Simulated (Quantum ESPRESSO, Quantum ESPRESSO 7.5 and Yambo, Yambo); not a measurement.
# A GW chain in Yambo: P (puckered monolayer)

Wanted: ground state, empty states, screening and self-energy for P (puckered monolayer).

Program: Quantum ESPRESSO 7.5 and Yambo 5.3.0. Level of theory: PBE and many-body steps on it, plane waves. Results are calculated unless marked as measured.

**Experimental background.**

- Gap 1 eV: monolayer transport gap from transistor characteristics; field-effect transistor transfer characteristics; monolayer (quoted in “Exceptional and Anisotropic Transport Properties of Photocarriers in Black Phosphorus”, 2015, arxiv:1503.08525).

- Gap 2.2 eV: quasiparticle gap; monolayer (quoted in “Experimental evidence of monolayer arsenene: An exotic two-dimensional semiconducting material”, 2018, arxiv:1812.05978).

- Gap 1.991 ± 0.036 eV: optical gap, neutral exciton PL emission energy (mean over flakes); low-temperature micro-photoluminescence; monolayer (exfoliated flakes on Si with 300 nm SiO2) on SiO2/Si (“Excitons in atomically thin black phosphorus”, 2016, arxiv:1601.01110).

- Gap 1.67 eV: optical gap of monolayer from PL emission peak; photoluminescence; 300 K; monolayer (exfoliated monolayer) (“Infrared fingerprints of few-layer black phosphorus”, 2016, arxiv:1607.08049).

- Gap 2.102 ± 0.015 eV: optical gap, neutral exciton PL emission energy (mean over flakes); low-temperature micro-photoluminescence; monolayer (exfoliated flakes on Si with about 2 nm native oxide) on Si (“Excitons in atomically thin black phosphorus”, 2016, arxiv:1601.01110).

This is a selection; 2 further reports are not listed.

This is a report of a sequence of runs, with most program output left out.

### Step 1. The structure

The cell holds 4 atoms: 4 P. Its edges and angles: a = 4.626 Å, b = 3.304 Å, c = 14.000 Å, α = 90.0°, β = 90.0°, γ = 90.0°. Vacuum lies along c.

The structure was relaxed with PBE. The runs that relaxed it are not among those shown.

### Step 2. Ground state

This step: Quantum ESPRESSO 7.5; DFT, PBE, plane waves, norm-conserving pseudopotentials.

The ground-state density comes first.

File pw.in:

```
&control
  calculation = 'scf'
  prefix = 'x'
  outdir = 'o'
  pseudo_dir = 'pseudo'
/
&system
  ibrav = 0
  nat = 4
  ntyp = 1
  ecutwfc = 36.0
  nbnd = 16
  force_symmorphic = .true.
/
&electrons
  conv_thr = 1e-10
  electron_maxstep = 80
  mixing_beta = 0.5
/
ATOMIC_SPECIES
  P 30.974 P.upf
CELL_PARAMETERS angstrom
  4.6261974460 0.0000000000 0.0000000000
  0.0000000000 3.3043566150 0.0000000000
  0.0000000000 0.0000000000 14.0000000000
ATOMIC_POSITIONS crystal
  P 0.0887347685 0.0000000000 0.5752704305
  P 0.4112652315 0.5000000000 0.5752704305
  P 0.5887347685 0.5000000000 0.4247295489
  P 0.9112652315 0.0000000000 0.4247295489
K_POINTS automatic
  8 10 1 0 0 0
```

Launch:

```
> OMP_NUM_THREADS=1 mpirun -n 4 pw.x -nk 4 -in pw.in > pw.out
```

Wall time 15 s (4 MPI ranks of Arm Neoverse V1, shared host); peak memory 0.31 GiB; 58 s of CPU time.

This step gave:

- total energy: -753.6752 eV
- gap: 0.9068 eV
- k of the valence top: 0, 0, 0
- k of the conduction bottom: 0, 0, 0
- least direct gap: 0.9068 eV

The gap is direct, at Γ.

### Step 3. Bands along the symmetry lines

Levels along a band path, at the cheap level, show where the edges lie and whether the meshes to come will hold them.

File pw.in:

```
&control
  calculation = 'bands'
  prefix = 'x'
  outdir = 'o'
  pseudo_dir = 'pseudo'
/
&system
  ibrav = 0
  nat = 4
  ntyp = 1
  ecutwfc = 36.0
  nbnd = 16
  force_symmorphic = .true.
/
&electrons
  conv_thr = 1e-9
  electron_maxstep = 80
  diago_full_acc = .true.
  diago_thr_init = 5e-6
/
ATOMIC_SPECIES
  P 30.974 P.upf
CELL_PARAMETERS angstrom
  4.6261974460 0.0000000000 0.0000000000
  0.0000000000 3.3043566150 0.0000000000
  0.0000000000 0.0000000000 14.0000000000
ATOMIC_POSITIONS crystal
  P 0.0887347685 0.0000000000 0.5752704305
  P 0.4112652315 0.5000000000 0.5752704305
  P 0.5887347685 0.5000000000 0.4247295489
  P 0.9112652315 0.0000000000 0.4247295489
K_POINTS crystal
  33
  0.00000000 0.00000000 0.00000000 1
  0.06250000 0.00000000 0.00000000 1
  0.12500000 0.00000000 0.00000000 1
  0.18750000 0.00000000 0.00000000 1
  0.25000000 0.00000000 0.00000000 1
  0.31250000 0.00000000 0.00000000 1
  0.37500000 0.00000000 0.00000000 1
  0.43750000 0.00000000 0.00000000 1
  0.50000000 0.00000000 0.00000000 1
  0.50000000 0.06250000 0.00000000 1
  0.50000000 0.12500000 0.00000000 1
  0.50000000 0.18750000 0.00000000 1
  0.50000000 0.25000000 0.00000000 1
  0.50000000 0.31250000 0.00000000 1
  0.50000000 0.37500000 0.00000000 1
  0.50000000 0.43750000 0.00000000 1
  0.50000000 0.50000000 0.00000000 1
  0.43750000 0.50000000 0.00000000 1
  0.37500000 0.50000000 0.00000000 1
  0.31250000 0.50000000 0.00000000 1
  0.25000000 0.50000000 0.00000000 1
  0.18750000 0.50000000 0.00000000 1
  0.12500000 0.50000000 0.00000000 1
  0.06250000 0.50000000 0.00000000 1
  0.00000000 0.50000000 0.00000000 1
  0.00000000 0.43750000 0.00000000 1
  0.00000000 0.37500000 0.00000000 1
  0.00000000 0.31250000 0.00000000 1
  0.00000000 0.25000000 0.00000000 1
  0.00000000 0.18750000 0.00000000 1
  0.00000000 0.12500000 0.00000000 1
  0.00000000 0.06250000 0.00000000 1
  0.00000000 0.00000000 0.00000000 1
```

It took 6.2 s on 4 MPI ranks; peak memory 0.25 GiB; 25 s of CPU time.

This step gave:

* gap: 0.9068 eV
* k of the valence top: 0, 0, 0
* k of the conduction bottom: 0, 0, 0
* least direct gap: 0.9068 eV

The gap is 0.907 eV, as in the run before at this level.

Electronic bands along the path, in eV, zero at the top of the highest filled band:

```tsv
point	band 7	band 8	band 9	band 10	band 11	band 12	band 13	band 14
Γ	-3.30	-1.73	-1.64	0.00	0.91	1.64	2.65	3.29
halfway	-3.08	-1.94	-1.37	-0.72	1.85	2.10	2.16	3.21
X	-2.51	-2.51	-1.26	-1.26	2.08	2.08	3.63	3.63
halfway	-2.74	-2.74	-1.46	-1.46	2.71	2.71	3.64	3.64
S	-4.55	-4.55	-1.10	-1.10	2.39	2.39	3.81	3.81
halfway	-3.64	-3.64	-1.29	-1.29	1.66	1.66	3.08	3.08
Y	-2.69	-2.69	-1.93	-1.93	1.23	1.23	2.17	2.17
halfway	-3.84	-3.09	-1.59	-0.42	1.27	1.56	3.36	3.50
Γ	-3.30	-1.73	-1.64	0.00	0.91	1.64	2.65	3.29
```

### Step 4. Empty states on the mesh, 4×6×1 mesh, 110 bands

The sums over transitions need many empty states on a uniform mesh; this step solves for them.

File pw.in:

```
&control
  calculation = 'nscf'
  prefix = 'x'
  outdir = 'o'
  pseudo_dir = 'pseudo'
/
&system
  ibrav = 0
  nat = 4
  ntyp = 1
  ecutwfc = 36.0
  nbnd = 110
  force_symmorphic = .true.
/
&electrons
  conv_thr = 1e-9
  electron_maxstep = 80
  diago_full_acc = .true.
  diago_thr_init = 5e-6
/
ATOMIC_SPECIES
  P 30.974 P.upf
CELL_PARAMETERS angstrom
  4.6261974460 0.0000000000 0.0000000000
  0.0000000000 3.3043566150 0.0000000000
  0.0000000000 0.0000000000 14.0000000000
ATOMIC_POSITIONS crystal
  P 0.0887347685 0.0000000000 0.5752704305
  P 0.4112652315 0.5000000000 0.5752704305
  P 0.5887347685 0.5000000000 0.4247295489
  P 0.9112652315 0.0000000000 0.4247295489
K_POINTS automatic
  4 6 1 0 0 0
```

Elapsed: 19 s, on 4 MPI ranks; peak memory 0.41 GiB.

Numbers from this step:

```yaml
gap: 0.9068 eV
k_of_the_valence_top: 0, 0, 0
k_of_the_conduction_bottom: 0, 0, 0
least_direct_gap: 0.9068 eV
k_points_computed: 12
lowest_point_of_the_top_converged_band_above_the_valence_top: 32.70 eV
```

On this mesh the gap is 0.907 eV.

### Step 5. Conversion and set-up

This step: Yambo 5.3.0; conversion and set-up on PBE, plane waves, norm-conserving pseudopotentials.

The states are converted to the many-body program's format and the q mesh is built.

Launch:

```
> (cd o/x.save; p2y > p2y.log; mv SAVE ../..); yambo > setup.log
```

Elapsed: 1.8 s, on 1 MPI rank; peak memory 0.24 GiB.

### Step 6. Screening and self-energy, 4×6×1 mesh, 110 bands, screening to 129.3 eV

Now the one-shot GW correction: screening in the RPA, then the self-energy of the levels asked for.

This step: G0W0 on PBE, plane waves, norm-conserving pseudopotentials.

File gw1.in:

```
HF_and_locXC
gw0
dyson
ppa
em1d
rim_cut
rim_w
RandQpts= 3000000
RandGvec= 100 RL
CUTGeo= "slab z"
RandGvecW= 9 RL
EXXRLvcs= 36 Ry
VXCRLvcs= 144 Ry
Chimod= "HARTREE"
% BndsRnXp
 1 | 110 |
%
NGsBlkXp= 9.5 Ry
% LongDrXp
 1 | 1 | 0 |
%
% GbndRnge
 1 | 110 |
%
DysSolver= "n"
ExtendOut
PPAPntXp= 27.21138 eV
% QPkrange
 1 | 12 | 7 | 14 |
%
```

Launch:

```
> OMP_NUM_THREADS=1 mpirun -n 4 yambo -F gw1.in -J gw1 -C gw1 > gw1.log
```

The job ended after 25 min (4 MPI ranks; peak memory 2.2 GiB).

Numbers from this step:

```yaml
g0w0_gap_on_the_mesh: 2.004 eV
starting_gap_on_the_mesh: 0.9068 eV
k_of_the_valence_top: 0, 0, 0
k_of_the_conduction_bottom: 0, 0, 0
least_direct_g0w0_gap_on_the_computed_points: 2.004 eV
z_at_the_valence_top: 0.7181
z_at_the_conduction_bottom: 0.7273
```

The gap on the mesh goes from 0.91 eV to 2.00 eV, a correction of +1.10 eV.

Limits: finite bands, cutoff and mesh. v1 is the top filled band, c1 the lowest empty one. The levels before and after the correction (eV, zero at the valence-band top of each column):

```tsv
	conduction bottom	valence top
Kohn-Sham	0.91	0.00
G0W0	2.00	0.00
```

```tsv
	level	energy (eV)
Kohn-Sham	Γ v4	-3.302
Kohn-Sham	Γ v3	-1.725
Kohn-Sham	Γ v2	-1.639
Kohn-Sham	Γ v1	0.000
Kohn-Sham	Γ c1	0.907
Kohn-Sham	Γ c2	1.643
Kohn-Sham	Γ c3	2.655
Kohn-Sham	Γ c4	3.290
G0W0	Γ v4	-3.317
G0W0	Γ v3	-1.662
G0W0	Γ v2	-1.817
G0W0	Γ v1	0.000
G0W0	Γ c1	2.004
G0W0	Γ c2	2.929
G0W0	Γ c3	4.048
G0W0	Γ c4	4.658
```

### Step 7. Where the time went

Times are wall times on the hardware named with each run, good to a factor of about two.

```tsv
step	time	share	memory (GiB)
ground state	15 s	1 %	0.31
bands along the symmetry lines	6.2 s	0 %	0.25
empty states on the mesh	19 s	1 %	0.41
conversion and set-up	1.8 s	0 %	0.24
screening and self-energy	25 min	97 %	2.2
```

### Step 8. Summary of results

| Quantity | Value |
| --- | --- |
| PBE gap | 0.91 eV, direct |
| G0W0 gap on the mesh | 2.00 eV |
| GW settings | 4×6×1 mesh, 110 bands, screening to 129.3 eV, Godby-Needs plasmon pole |
| known limits | not at the basis limit |

**Reading.** G0W0 moves the gap on the mesh from 0.91 eV to 2.00 eV (+1.10 eV), with Z of 0.72 and 0.73 at the edges. The dearest step here is «screening and self-energy». Against experiment, by G0W0@PBE: the gap of 2.00 eV lies +1.00 eV from the measured 1 eV (transport, quoted 2015); the gap of 2.00 eV lies −0.20 eV from the measured 2.2 eV (electronic, quoted 2018); the direct gap of 2.00 eV lies +0.01 eV from the measured 1.991 ± 0.036 eV (exciton, on SiO2/Si, 2016); the direct gap of 2.00 eV lies +0.33 eV from the measured 1.67 eV (exciton, 300 K, 2016); the direct gap of 2.00 eV lies −0.10 eV from the measured 2.102 ± 0.015 eV (exciton, on Si, 2016). An exciton line or allowed optical edge lies below the quasiparticle gap by the binding energy; a forbidden edge can push the onset above it. The computed sheet is free-standing; a substrate or cover screens it further and lowers both gap and binding, while the exciton line moves little. The calculation has static nuclei and no excitons; a measured gap holds zero-point and thermal motion, which mostly lowers it. Bands and cutoff are finite, so the gap is not at the basis limit. The miss can reach some tenths of an eV and take either sign; the mesh is an error of its own.

[Paths, hosts, dates, memory and timing lines, banners, echoed tables and standing remarks are left out of the program output.]

[Logs are printed without paths, hosts, clocks, repeated set-up lines and the standing remarks that a program may print on its own settings, such as how far it seeks lower states.]

[Runs of the session that timed out or met a known fault of the program may be left out.]

[Hosts, paths, dates, database ids (printed as entryN), source tags and the programs' standing remarks are cut or masked in the printed files.]
